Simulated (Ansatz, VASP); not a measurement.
## Ir in VASP and in Ansatz

The input INCAR:

```
SYSTEM = Ir
ALGO = Normal
EDIFF = 1E-6
ENCUT = 520
GGA = PE
ISIF = 2
ISMEAR = 0
LASPH = .True.
LCHARG = .True.
LELF = .True.
LREAL = .False.
LVHAR = .True.
LWAVE = .False.
NBANDS = 10
NELM = 100
PREC = Accurate
SIGMA = 0.1
```

File KPOINTS:

```
k-points
0
Gamma
  16 16 16
  0 0 0
```

POSCAR

```
Ir
1.0
    0.0000000000      2.0459394720      2.0459394720
    1.8731664720      0.0000000000      2.0459394720
    1.8731664720      2.0459394720      0.0000000000
Ir
1
Direct
    0.0000000000      0.0000000000      0.0000000000
```

Input for Ansatz:

```yaml
crystal:
  lattice:
    - [0.0, 2.045939472, 2.045939472]
    - [1.873166472, 0.0, 2.045939472]
    - [1.873166472, 2.045939472, 0.0]
  atoms:
    - { symbol: Ir, position: [0.0, 0.0, 0.0] }
basis:
  ecutwfc: 420
kpoints:
  mp_grid: { grid: [16, 16, 16] }
hamiltonian:
  xc: pbe
scf:
  occupations: { method: gaussian, width: 0.1 }
output:
  forces: true
  stress: true
  eigenvalues: true
```

Alike in both runs: task single point; functional PBE; k mesh 16 × 16 × 16; occupations gaussian, width 0.1 eV; no spin polarisation.

|  | VASP | Ansatz |
| --- | --- | --- |
| version | VASP 6.6.1 | Ansatz 0.2.0 |
| potentials or method | VASP PAW PBE potentials, release 64 (Ir) | scalar-relativistic, plane waves, PAW |
| plane-wave cutoff (eV) | 520 | 420 |
| valence electrons in the cell | 9 | 17 |

```csv
,VASP,Ansatz,Ansatz less VASP
gap on the k mesh at the Fermi level (eV),none,none,-
pressure (GPa),-20.6,-20.8,-0.28
largest component of the traceless stress (GPa),14.76,14.90,+0.135
```

A gap of «none» marks a metal or a gap that the smearing closes. The functional is the same, so the differences come from potentials, cutoffs and numerics. The two sets of potentials don't hold the same shells in valence.

Caveats: so large a pressure means that the cell lies far from this level's equilibrium, or that cutoff or potentials fall short (VASP). Spin-orbit coupling is left out, which matters for the levels of Ir.
